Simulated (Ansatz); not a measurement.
Crystal: Nb.

```xyz
1
Lattice="-0.0261 2.1406 2.1109 2.0655 0.0150 2.0698 2.1135 2.1475 -0.0329" Properties=species:S:1:pos:R:3 pbc="T T T"
Nb    0.0065   -0.0140   -0.0135
```

The cell isn't the ideal one: cell strained at random at fixed volume.

| Property | Result |
| --- | --- |
| Program | Ansatz 0.2.0 |
| Task | relaxation of cell and atoms |
| Functional | PBE |
| Potentials or basis | Ansatz PAW |
| Cutoff | 420 eV |
| Density cutoff | 1680 eV |
| k mesh | 8 × 8 × 8 |
| Occupations | fermi-dirac, width 0.15 eV |
| Spin | no spin polarisation |

At the start: volume 18.92 Å³/atom.

Question: Where does the relaxation end?

Answer: Over 13 steps the energy falls by 343.2 meV/atom and the volume is 18.19 Å³/atom (-3.9 %); space group Im-3m (No. 229, to 0.05 Å).

Step by step:
```tsv
step	energy change (eV)	largest force (eV/Å)	volume (Å³)
1	0.0000	0.0000	18.92
2	-0.0267	0.0000	18.49
3	-0.0832	0.0000	18.98
4	-0.1492	0.0000	18.19
5	-0.2183	0.0000	18.40
6	-0.2874	0.0000	18.18
7	-0.3234	0.0000	18.12
8	-0.3422	0.0000	18.18
9	-0.3426	0.0000	18.16
10	-0.3426	0.0000	18.18
11	-0.3432	0.0000	18.18
12	-0.3432	0.0000	18.19
13	-0.3432	0.0000	18.19
```

Final structure:
```yaml
crystal:
  lattice:
    - [0.00497, 2.34297, 2.34285]
    - [1.66375, 0.00151, 2.33781]
    - [1.65462, 2.34444, -0.00500]
  atoms:
    - { symbol: Nb, position: [0.99204, 0.00159, 0.00142] }
```
